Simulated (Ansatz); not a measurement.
By hand: formation energy of ZnTe (zinc blende, F-43m) from the elements

Subject: the formation energy of ZnTe (zinc blende, F-43m) from the elements. Reaction: Te (P3₁21) + Zn (hcp) → ZnTe (zinc blende). Negative: the products are lower in energy. The value is per atom of the solid.

ZnTe (zinc blende, F-43m), 2 atoms in the cell. Conventional cell: a = b = c = 6.085 Å, α = β = γ = 90.00°.

Setting: static, neutral cells in Ansatz (PAW) whose structures rest at the PBE+D3(BJ) level. Ansatz (a first-principles code) runs with its default PAW set. Spin-orbit coupling is left out.

Total energies of the cells in eV, at zero smearing width. They compare only within one column; the weights balance every element.

```tsv
cell	atoms	weight	PBE+D3(BJ)
ZnTe (zinc blende)	2	+3	-10300.60609
Te (P3₁21)	3	−1	-20941.18671
Zn (hcp)	2	−3/2	-6638.89362
```

PBE+D3(BJ): 3 × (-10300.60609) − (-20941.18671) − 3/2 × (-6638.89362) = -2.291 eV; dividing by 6 atoms gives -0.38 eV/atom.

What follows from the PBE+D3(BJ) value: A formula unit of ZnTe has 2 atoms, so it forms with -0.3819 × 2 = -0.764 eV, or -73.7 kJ/mol at 96.485 kJ/mol per eV.
